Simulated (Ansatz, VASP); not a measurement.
# One calculation of InP, two programs

The input INCAR:

```
SYSTEM = InP
PREC = Accurate
ENCUT = 520
EDIFF = 1E-7
ISMEAR = -1
SIGMA = 0.05
LREAL = .FALSE.
LASPH = .TRUE.
NELM = 80
ALGO = Normal
ISIF = 2
LWAVE = .FALSE.
LCHARG = .TRUE.
GGA = PE
LELF = .TRUE.
LVHAR = .TRUE.
NBANDS = 16
```

KPOINTS

```
Automatic mesh
0
G
  8 8 8
  0 0 0
```

Contents of POSCAR:

```
InP
1.0
    0.0000000000      2.9305000000      2.9305000000
    2.9305000000      0.0000000000      2.9305000000
    2.9305000000      2.9305000000      0.0000000000
In P
1 1
Direct
    0.0076490000     -0.0083110000     -0.0119070000
    0.7554720000      0.7458670000      0.7651810000
```

The input input.yaml:

```yaml
crystal:
  lattice:
    - [0.0, 2.9305, 2.9305]
    - [2.9305, 0.0, 2.9305]
    - [2.9305, 2.9305, 0.0]
  atoms:
    - { symbol: In, position: [0.007649, -0.008311, -0.011907] }
    - { symbol: P, position: [0.755472, 0.745867, 0.765181] }
hamiltonian:
  xc: pbe
  pseudopotentials: { kind: paw }
kpoints:
  mp_grid: { grid: [8, 8, 8] }
scf:
  occupations: { method: fermi_dirac, width: 0.05 }
output:
  forces: true
  stress: true
  eigenvalues: true
```

Change from the starting cell: atoms moved at random, drawn with an rms of 0.05 Å.

Alike in both runs: task single point; functional PBE; k mesh 8 × 8 × 8; occupations fermi-dirac, width 0.05 eV; no spin polarisation.

|  | VASP | Ansatz |
| --- | --- | --- |
| version | VASP 6.6.1 | Ansatz 0.2.0 |
| potentials or method | VASP PAW PBE potentials, release 64 (In_d, P) | Ansatz PAW |
| plane-wave cutoff (eV) | 520 | 420 |
| valence electrons in the cell | 18 | 18 |

Ansatz gave:

- gap on the k mesh at the Fermi level (eV): 0.54
- least direct gap on the mesh (eV): 0.54
- pressure (GPa): 3.7
- largest component of the traceless stress (GPa): 2.62
- rms of the force components (eV/Å): 0.587

Q: Estimate VASP's values.

A: gap on the k mesh at the Fermi level (eV): 0.53; least direct gap on the mesh (eV): 0.53; pressure (GPa): 3.6; largest component of the traceless stress (GPa): 2.59; rms of the force components (eV/Å): 0.582.

Atom by atom the forces differ by 0.005 eV/Å (rms over components). With one functional, cell and mesh, what is left measures potentials, basis and numerics.

Caveats: spin-orbit coupling is left out, which moves the levels of the heavy elements.
